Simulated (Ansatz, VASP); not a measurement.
## Fe in VASP and in Ansatz

```
Fe
1.0
    -1.37460    1.37460    1.37460
     1.37460   -1.37460    1.37460
     1.37460    1.37460   -1.37460
Fe
1
Direct
  0.00000 0.00000 0.00000
```

Alike in both runs: task single point; functional LDA; k mesh 16 × 16 × 16; occupations fermi-dirac, width 0.01 eV; collinear spin.

|  | VASP | Ansatz |
| --- | --- | --- |
| version | VASP 6.6.1 | Ansatz 0.2.0 |
| potentials or method | VASP PAW LDA potentials, release 64 (Fe) | plane waves (420 eV) with PAW, scalar-relativistic |
| plane-wave cutoff (eV) | 520 | 420 |
| valence electrons in the cell | 8 | 16 |

VASP gave:

| Property | Result |
| --- | --- |
| pressure (GPa) | -0.9 |
| net moment per atom (μB) | 1.94 |
| size of the moment on the site where the two differ most (μB) | 1.91 |

Problem. What did Ansatz give for the same quantities?

Solution. Pressure (GPa): -0.2; net moment per atom (μB): 1.96; size of the moment on the site where the two differ most (μB): 1.96.

Site moments also hang on the region over which each program counts them. The two sets of potentials don't hold the same shells in valence. Ansatz warned: «pseudo_functional_mismatch».
